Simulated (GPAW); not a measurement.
**Does MnIn15As16 (InAs32 Mn1) carry moments in GPAW?**

Aim: find out whether MnIn15As16 (InAs32 Mn1) carries moments when they start parallel, and what they gain.

Main program and level: GPAW 26.7.0; PBE; plane waves with GPAW's PAW setups, scalar-relativistic.

## Step 1: Set-up

The structure is tetragonal, space group P-42m (No. 111). The conventional cell has a = 12.116 Å, b = 12.116 Å, c = 6.058 Å, α = 90.00°, β = 90.00°, γ = 90.00°. Nearest to Mn lie 4 As at 2.62 Å. As has 3 In at 2.62 Å and 1 Mn at 2.62 Å nearest. In has 4 As at 2.62 Å nearest. Nearest to As lie 4 In at 2.62 Å. Nearest to In lie 4 As at 2.62 Å. As has 4 In at 2.62 Å nearest. substitutional dopants on the host's lattice, its constants typed without a cited source, atoms not relaxed. Farther neighbours are not listed.

The cell is a made-up one and need not be a known phase.

## Step 2: Start 1: ferro +

Parallel moments need no larger cell; this start tests for a ferromagnetic state only.

order1.py reads:

```python
import json
import numpy as np
from ase import Atoms
from ase.parallel import paropen, parprint
from gpaw import GPAW

atoms = Atoms(['Mn', 'As', 'In', 'As', 'In', 'As', 'In', 'As', 'In', 'As', 'In', 'As', 'In', 'As', 'In', 'As', 'In', 'As', 'In', 'As', 'In', 'As', 'In', 'As', 'In', 'As', 'In', 'As', 'In', 'As', 'In', 'As'],
    cell=[[12.116, 0.0, 0.0],
         [0.0, 12.116, 0.0],
         [0.0, 0.0, 6.058]],
    scaled_positions=[[0.0, 0.0, 0.0],
         [0.125, 0.125, 0.25],
         [0.0, 0.25, 0.5],
         [0.125, 0.375, 0.75],
         [0.25, 0.0, 0.5],
         [0.375, 0.125, 0.75],
         [0.25, 0.25, 0.0],
         [0.375, 0.375, 0.25],
         [0.0, 0.5, 0.0],
         [0.125, 0.625, 0.25],
         [0.0, 0.75, 0.5],
         [0.125, 0.875, 0.75],
         [0.25, 0.5, 0.5],
         [0.375, 0.625, 0.75],
         [0.25, 0.75, 0.0],
         [0.375, 0.875, 0.25],
         [0.5, 0.0, 0.0],
         [0.625, 0.125, 0.25],
         [0.5, 0.25, 0.5],
         [0.625, 0.375, 0.75],
         [0.75, 0.0, 0.5],
         [0.875, 0.125, 0.75],
         [0.75, 0.25, 0.0],
         [0.875, 0.375, 0.25],
         [0.5, 0.5, 0.0],
         [0.625, 0.625, 0.25],
         [0.5, 0.75, 0.5],
         [0.625, 0.875, 0.75],
         [0.75, 0.5, 0.5],
         [0.875, 0.625, 0.75],
         [0.75, 0.75, 0.0],
         [0.875, 0.875, 0.25]],
    pbc=True,
    magmoms=[4.5, 0.0, 0.0, 0.0, 0.0, 0.0, 0.0, 0.0, 0.0, 0.0, 0.0, 0.0, 0.0, 0.0, 0.0, 0.0, 0.0, 0.0, 0.0, 0.0, 0.0, 0.0, 0.0, 0.0, 0.0, 0.0, 0.0, 0.0, 0.0, 0.0, 0.0, 0.0])
atoms.calc = GPAW(mode={'name': 'pw', 'ecut': 450},
    xc='PBE',
    kpts={'size': (3, 3, 5), 'gamma': True},
    occupations={'name': 'fermi-dirac', 'width': 0.05},
    convergence={'density': 1e-05, 'energy': 1e-05},
    maxiter=200,
    mixer={'name': 'pulay', 'beta': 0.05, 'nmaxold': 6, 'weight': 50},
    symmetry={'tolerance': 1e-4},
    txt='order1.txt')
e = atoms.get_potential_energy(force_consistent=True)
res = {'free_energy': e, 'energy_sigma0': atoms.get_potential_energy(), 'fermi_energy': atoms.calc.get_fermi_level()}
res['moments'] = atoms.get_magnetic_moments().tolist()
res['total'] = atoms.get_magnetic_moment()
parprint('site moments (muB):', np.round(res['moments'], 3))
parprint(f"total moment: {res['total']:.3f} muB")
parprint(f'free energy: {e:.6f} eV')
atoms.calc.write('order1.gpw')
with paropen('results.json', 'w') as f:
    json.dump(res, f)
```

Started as:

```
$ OMP_NUM_THREADS=1 mpirun -n 4 gpaw python order1.py > order1.log
```

Numbers of over 12 decimals in the logs are rounded to 6 here.

Log:

```text
site moments (muB): [ 3.93e+00 -3.50e-02  7.00e-03 -8.00e-03  7.00e-03 -8.00e-03  3.00e-03
 -1.00e-02  1.00e-03 -8.00e-03  7.00e-03 -3.50e-02 -0.00e+00 -1.00e-02
  3.00e-03 -8.00e-03  1.00e-03 -8.00e-03 -0.00e+00 -1.00e-02  7.00e-03
 -3.50e-02  3.00e-03 -8.00e-03  0.00e+00 -1.00e-02 -0.00e+00 -8.00e-03
 -0.00e+00 -8.00e-03  3.00e-03 -3.50e-02]
total moment: 4.048 muB
free energy: -131.589183 eV

--- order1.txt ---
Input parameters:
  mode=PW(ecut=450),
  convergence={'density': 1e-05, 'energy': 1e-05},
  kpts=MonkhorstPack(size=(3, 3, 5), gamma=True),
  maxiter=200,
  mixer=Pulay(name='pulay', nmaxold=6, beta=0.05, weight=50, sigma=0.015, g_ss=None),
  occupations=Occupations(name='fermi-dirac', width=0.05),
  symmetry=Symmetry(tolerance=0.0001),
  xc=XC(name='PBE')

Diagonalizing LCAO Hamiltonian
Converting LCAO to pw mode
        .-----------------------------.
       /|                             |
      / |                             |
     /  |  As             As          |
    /   |        As             As    |
   /  In|            In               |
  /    As         As  As         As   |
 *      .---In-------------In---------.
 |     / As  As         As  As       /
 | In /       In  In         In     /
 |   In In     As   In  In    As   /
 |  / As             As           /
 | /      In             In      /
 |/                             /
 Mn-------------In-------------*

Atoms  # Å, Bohr magnetons
|    | symbol |         x |         y |        z |    initial magnetic moments |
|----|--------|-----------|-----------|----------|-----------------------------|
|  0 |     Mn |  0.000000 |  0.000000 | 0.000000 | ( 0.0000,  0.0000,  4.5000) |
|  1 |     As |  1.514500 |  1.514500 | 1.514500 | ( 0.0000,  0.0000,  0.0000) |
|  2 |     In |  0.000000 |  3.029000 | 3.029000 | ( 0.0000,  0.0000,  0.0000) |
|  3 |     As |  1.514500 |  4.543500 | 4.543500 | ( 0.0000,  0.0000,  0.0000) |
|  4 |     In |  3.029000 |  0.000000 | 3.029000 | ( 0.0000,  0.0000,  0.0000) |
|  5 |     As |  4.543500 |  1.514500 | 4.543500 | ( 0.0000,  0.0000,  0.0000) |
|  6 |     In |  3.029000 |  3.029000 | 0.000000 | ( 0.0000,  0.0000,  0.0000) |
|  7 |     As |  4.543500 |  4.543500 | 1.514500 | ( 0.0000,  0.0000,  0.0000) |
|  8 |     In |  0.000000 |  6.058000 | 0.000000 | ( 0.0000,  0.0000,  0.0000) |
|  9 |     As |  1.514500 |  7.572500 | 1.514500 | ( 0.0000,  0.0000,  0.0000) |
| 10 |     In |  0.000000 |  9.087000 | 3.029000 | ( 0.0000,  0.0000,  0.0000) |
| 11 |     As |  1.514500 | 10.601500 | 4.543500 | ( 0.0000,  0.0000,  0.0000) |
| 12 |     In |  3.029000 |  6.058000 | 3.029000 | ( 0.0000,  0.0000,  0.0000) |
| 13 |     As |  4.543500 |  7.572500 | 4.543500 | ( 0.0000,  0.0000,  0.0000) |
| 14 |     In |  3.029000 |  9.087000 | 0.000000 | ( 0.0000,  0.0000,  0.0000) |
| 15 |     As |  4.543500 | 10.601500 | 1.514500 | ( 0.0000,  0.0000,  0.0000) |
| 16 |     In |  6.058000 |  0.000000 | 0.000000 | ( 0.0000,  0.0000,  0.0000) |
| 17 |     As |  7.572500 |  1.514500 | 1.514500 | ( 0.0000,  0.0000,  0.0000) |
| 18 |     In |  6.058000 |  3.029000 | 3.029000 | ( 0.0000,  0.0000,  0.0000) |
| 19 |     As |  7.572500 |  4.543500 | 4.543500 | ( 0.0000,  0.0000,  0.0000) |
| 20 |     In |  9.087000 |  0.000000 | 3.029000 | ( 0.0000,  0.0000,  0.0000) |
| 21 |     As | 10.601500 |  1.514500 | 4.543500 | ( 0.0000,  0.0000,  0.0000) |
| 22 |     In |  9.087000 |  3.029000 | 0.000000 | ( 0.0000,  0.0000,  0.0000) |
| 23 |     As | 10.601500 |  4.543500 | 1.514500 | ( 0.0000,  0.0000,  0.0000) |
| 24 |     In |  6.058000 |  6.058000 | 0.000000 | ( 0.0000,  0.0000,  0.0000) |
| 25 |     As |  7.572500 |  7.572500 | 1.514500 | ( 0.0000,  0.0000,  0.0000) |
| 26 |     In |  6.058000 |  9.087000 | 3.029000 | ( 0.0000,  0.0000,  0.0000) |
| 27 |     As |  7.572500 | 10.601500 | 4.543500 | ( 0.0000,  0.0000,  0.0000) |
| 28 |     In |  9.087000 |  6.058000 | 3.029000 | ( 0.0000,  0.0000,  0.0000) |
| 29 |     As | 10.601500 |  7.572500 | 4.543500 | ( 0.0000,  0.0000,  0.0000) |
| 30 |     In |  9.087000 |  9.087000 | 0.000000 | ( 0.0000,  0.0000,  0.0000) |
| 31 |     As | 10.601500 | 10.601500 | 1.514500 | ( 0.0000,  0.0000,  0.0000) |

Unit cell  # Å
| periodic |         x |         y |        z |   lengths |    angles |
|----------|-----------|-----------|----------|-----------|-----------|
|      yes | 12.116000 |  0.000000 | 0.000000 | 12.116000 | 90.000000 |
|      yes |  0.000000 | 12.116000 | 0.000000 | 12.116000 | 90.000000 |
|      yes |  0.000000 |  0.000000 | 6.058000 |  6.058000 | 90.000000 |

Number of symmetries: 8

BZ-sampling:
  Number of BZ points: 45
  Number of IBZ points: 9

  Monkhorst-Pack size: [3, 3, 5]
  Monkhorst-Pack shift: [0, 0, 0]

K-points  # in reciprocal-cell coordinates
|   |                                coordinates |     weight |
|---|--------------------------------------------|------------|
| 0 | (  0.00000000,   0.00000000,   0.00000000) | 0.02222222 |
| 1 | (  0.00000000,   0.00000000,   0.20000000) | 0.04444444 |
| 2 | (  0.00000000,   0.00000000,   0.40000000) | 0.04444444 |
| 3 | (  0.33333333,   0.00000000,   0.00000000) | 0.08888889 |
| 4 | (  0.33333333,   0.00000000,   0.20000000) | 0.17777778 |
| 5 | (  0.33333333,   0.00000000,   0.40000000) | 0.17777778 |
| 6 | (  0.33333333,   0.33333333,   0.00000000) | 0.08888889 |
| 7 | (  0.33333333,   0.33333333,   0.20000000) | 0.17777778 |
| 8 | (  0.33333333,   0.33333333,   0.40000000) | 0.17777778 |

Plane wave coefficients: 19320
Cutoff: 450.000000 eV

Spin-components: 2 (collinear spins)
Bands:           181
Projectors:      176
Spin-degeneracy: 1
Datatype:        complex128

Parallelization:
  kpt:    4
  domain: 1
  band:   1

Density:
  Valence electrons: 290.0
  Components: 2
  Grid points: [60 60 30]
  Charge: 0.0  # |e|

Potential:
  Grid points: [60 60 30]

species:
  Mn:
    name:    Manganese
    Z:       25.0
    valence: 15
    core:    10
    charge:  0.0  # [|e|]
    compensation charges:
      type: gauss
      rc: 0.38  # [Å]
      lmax: 2
    cutoffs:
      filter: 2.14  # [Å]
      core: 0.86  # [Å]
    projectors
    | kind |    occ | energy [eV] | rcut [Å] |
    |------|--------|-------------|----------|
    |   3s |  2.000 |     -85.859 |    1.275 |
    |   4s |  2.000 |      -5.106 |    1.275 |
    |   3p |  6.000 |     -54.597 |    1.281 |
    |   4p |  0.000 |      -1.371 |    1.281 |
    |   3d |  5.000 |      -6.771 |    1.138 |
    |    d |        |      20.441 |    1.138 |

    Using partial waves for Mn as LCAO basis

  As:
    name:    Arsenic
    Z:       33.0
    valence: 5
    core:    28
    charge:  0.0  # [|e|]
    compensation charges:
      type: gauss
      rc: 0.33  # [Å]
      lmax: 2
    cutoffs:
      filter: 1.87  # [Å]
      core: 2.96  # [Å]
    projectors
    | kind |    occ | energy [eV] | rcut [Å] |
    |------|--------|-------------|----------|
    |   4s |  2.000 |     -14.487 |    1.058 |
    |   4p |  3.000 |      -5.196 |    1.058 |
    |    s |        |      12.725 |    1.058 |
    |    p |        |      22.016 |    1.058 |
    |    d |        |       0.000 |    1.058 |

    Using partial waves for As as LCAO basis

  In:
    name:    Indium
    Z:       49.0
    valence: 13
    core:    36
    charge:  0.0  # [|e|]
    compensation charges:
      type: gauss
      rc: 0.36  # [Å]
      lmax: 2
    cutoffs:
      filter: 2.09  # [Å]
      core: 2.48  # [Å]
    projectors
    | kind |    occ | energy [eV] | rcut [Å] |
    |------|--------|-------------|----------|
    |   5s |  2.000 |      -8.203 |    1.185 |
    |   5p |  1.000 |      -2.521 |    1.244 |
    |   4d | 10.000 |     -18.629 |    1.148 |
    |    s |        |      19.008 |    1.185 |
    |    p |        |      24.691 |    1.244 |
    |    d |        |       8.583 |    1.148 |

    Using partial waves for In as LCAO basis

Reference energy: -3415192.960577  # eV

eigensolver:
  PPCG
  Converge bands: occupied
  niter=2

density mixing:
  Pulay-Mixer
  Linear mixing parameters: 0.05
  Old densities: 6
  Fourier metric: weight=50, sigma=0.015

occupation numbers:
  Fermi-Dirac:
    width: 0.0500  # eV

poisson solver:
  ecut: 3600.000000  # eV

xc functional:
  name: PBE with 2 nearest neighbor stencil

convergence criteria:
- Maximum integral of absolute [dens]ity change: 1e-05 electrons / valence electron
- Maximum [total energy] change in last 3 cyles: 1e-05 eV / valence electron
- Maximum integral of absolute [eigenst]ate change: 4e-08 eV^2 / valence electron
maximum number of iterations: 200

SCF iterations
|iter     |      energy | eigst |  dens |  magmom |
|---------|-------------|-------|-------|---------|
|iter:   1|       0s | -134.752481 | -0.24 |       |  +4.5096|
|iter:   2|      53s | -134.019774 | -1.62 | -1.16 |  +4.4937|
|iter:   3|     106s | -132.489324 | -1.92 | -1.21 |  +4.4343|
|iter:   4|     160s | -131.806484 | -1.33 | -1.32 |  +4.2313|
|iter:   5|     213s | -131.587966 | -2.56 | -1.66 |  +4.2439|
|iter:   6|     266s | -131.610745 | -2.56 | -1.66 |  +4.0635|
|iter:   7|     319s | -131.561228 | -3.45 | -2.28 |  +4.1206|
|iter:   8|     372s | -131.566929 | -3.47 | -2.16 |  +4.0775|
|iter:   9|     425s | -131.568628 | -4.40 | -2.59 |  +4.0666|
|iter:  10|     478s | -131.568245c| -4.49 | -2.76 |  +4.0582|
|iter:  11|     533s | -131.568398c| -5.56 | -3.09 |  +4.0569|
|iter:  12|     589s | -131.568589c| -5.94 | -3.14 |  +4.0550|
|iter:  13|     644s | -131.568815c| -5.97 | -3.25 |  +4.0523|
|iter:  14|     699s | -131.568866c| -6.69 | -3.39 |  +4.0516|
|iter:  15|     754s | -131.568953c| -6.55 | -3.44 |  +4.0505|
|iter:  16|     809s | -131.569040c| -6.28 | -3.58 |  +4.0487|
|iter:  17|     864s | -131.569056c| -6.95 | -3.90 |  +4.0483|
|iter:  18|     891s | -131.569058c| -7.53c| -4.12 |  +4.0483|
|iter:  19|     946s | -131.569064c| -7.52c| -4.17 |  +4.0479|
|iter:  20|    1001s | -131.569065c| -8.08c| -4.34 |  +4.0478|
|iter:  21|    1028s | -131.569065c| -7.97c| -4.39 |  +4.0479|
|iter:  22|    1082s | -131.569068c| -7.85c| -4.43 |  +4.0477|
|iter:  23|    1110s | -131.569067c| -8.30c| -4.71 |  +4.0477|
|iter:  24|    1137s | -131.569068c| -8.69c| -4.69 |  +4.0477|
|iter:  25|    1164s | -131.569068c| -8.47c| -4.78 |  +4.0476|
|iter:  26|    1191s | -131.569069c| -8.03c| -4.89 |  +4.0476|
|iter:  27|    1219s | -131.569069c| -8.60c| -5.19c|  +4.0476|

Converged in 27 steps
Energy contributions relative to reference atoms: (reference = -3415192.960577)

Energy contributions:
  Kinetic:         401.468213
  Coulomb:        -370.888772
  Zero:              3.314957
  External:          0.000000
  Xc:             -165.443353
  Entropy:          -0.040228
  Spinorbit:         0.000000
  ----------------------------
  Free energy:    -131.589183
  Extrapolated:   -131.569069

dipole moment: (-149.142642, -149.142642, -156.023562)  # |e|*Ang

Total magnetic moment: (0.000000, 0.000000, 4.047587)

Local magnetic moments
|        x |        y |         z |
|----------|----------|-----------|
| 0.000000 | 0.000000 |  3.930441 |  # Mn   0
| 0.000000 | 0.000000 | -0.034635 |  # As   1
| 0.000000 | 0.000000 |  0.006665 |  # In   2
| 0.000000 | 0.000000 | -0.007692 |  # As   3
| 0.000000 | 0.000000 |  0.006665 |  # In   4
| 0.000000 | 0.000000 | -0.007692 |  # As   5
| 0.000000 | 0.000000 |  0.003079 |  # In   6
| 0.000000 | 0.000000 | -0.010061 |  # As   7
| 0.000000 | 0.000000 |  0.001316 |  # In   8
| 0.000000 | 0.000000 | -0.007692 |  # As   9
| 0.000000 | 0.000000 |  0.006665 |  # In  10
| 0.000000 | 0.000000 | -0.034635 |  # As  11
| 0.000000 | 0.000000 | -0.000202 |  # In  12
| 0.000000 | 0.000000 | -0.010061 |  # As  13
| 0.000000 | 0.000000 |  0.003079 |  # In  14
| 0.000000 | 0.000000 | -0.007692 |  # As  15
[...]
| 0.000000 | 0.000000 |  0.003079 |  # In  22
| 0.000000 | 0.000000 | -0.007692 |  # As  23
| 0.000000 | 0.000000 |  0.000463 |  # In  24
| 0.000000 | 0.000000 | -0.010061 |  # As  25
| 0.000000 | 0.000000 | -0.000202 |  # In  26
| 0.000000 | 0.000000 | -0.007692 |  # As  27
| 0.000000 | 0.000000 | -0.000202 |  # In  28
| 0.000000 | 0.000000 | -0.007692 |  # As  29
| 0.000000 | 0.000000 |  0.003079 |  # In  30
| 0.000000 | 0.000000 | -0.034635 |  # As  31

Fermi level: 4.565
Eigenvalues  # (at kpt = [0.000, 0.000, 0.000])
| band index |      eig [eV] | occ [0-1] |      eig [eV] | occ [0-1] |
|------------|---------------|-----------|---------------|-----------|
|          0 |       -76.559 |     1.000 |       -72.188 |     1.000 |
|        ... |               |           |               |           |
|        136 |         3.303 |     1.000 |         3.573 |     1.000 |
|        137 |         3.352 |     1.000 |         3.621 |     1.000 |
|        138 |         3.391 |     1.000 |         3.621 |     1.000 |
|        139 |         3.391 |     1.000 |         3.632 |     1.000 |
|        140 |         3.646 |     1.000 |         4.493 |     0.809 |
|        141 |         3.727 |     1.000 |         4.504 |     0.774 |
|        142 |         3.777 |     1.000 |         4.504 |     0.774 |
|        143 |         3.981 |     1.000 |         4.652 |     0.150 |
|        144 |         3.981 |     1.000 |         5.849 |     0.000 |
|        145 |         4.592 |     0.370 |         5.880 |     0.000 |
|        146 |         4.901 |     0.001 |         6.117 |     0.000 |
|        147 |         4.916 |     0.001 |         6.135 |     0.000 |
|        148 |         4.916 |     0.001 |         6.135 |     0.000 |
|        149 |         6.299 |     0.000 |         6.581 |     0.000 |
|        150 |         6.299 |     0.000 |         6.601 |     0.000 |
|        151 |         6.305 |     0.000 |         6.601 |     0.000 |
|        ... |               |           |               |           |
|        180 |         9.699 |     0.000 |         9.708 |     0.000 |

No gap
No difference between direct/indirect transitions
```

It took 22 min on 4 MPI ranks of Arm Neoverse V1, shared host; peak memory 3.4 GiB; 86 min of CPU time.

Spin moment in the augmentation sphere by element, in μB:

```csv
element,atoms,mean,spread (r.m.s.),least,largest
Mn,1,3.93,0.00,3.93,3.93
As,16,-0.02,0.01,-0.03,-0.01
In,15,0.00,0.00,0.00,0.01
```

The atoms farthest from the mean of their element:

```
atom         x, y, z (Å)  spin moment in the augmentation sphere (μB)
As32  10.60, 10.60, 1.51                                        -0.03
 As2    1.51, 1.51, 1.51                                        -0.03
As22   10.60, 1.51, 4.54                                        -0.03
As12   1.51, 10.60, 4.54                                        -0.03
As30   10.60, 7.57, 4.54                                        -0.01
As28   7.57, 10.60, 4.54                                        -0.01
As24   10.60, 4.54, 1.51                                        -0.01
As18    7.57, 1.51, 1.51                                        -0.01
```

Numbers from this step:

```
magnetization : 4.048 μB
final state   : ferromagnetic
```

After 27 cycles the largest moment stands at 3.93 μB.

[end of part 1 of 2]

[Logs and program files are shortened in this print: banners, set-up blocks, solver, clock and traceback lines can be left out without a mark of their own.]

[Logs are printed without paths, hosts, clocks, repeated set-up lines and the standing remarks that a program may print on its own settings, such as how far it seeks lower states.]

[Hosts, paths, dates, database ids (printed as entryN), source tags and the programs' standing remarks are cut or masked in the printed files.]

[Where a cell is said to come from a database of computed structures, the database is the Materials Project.]
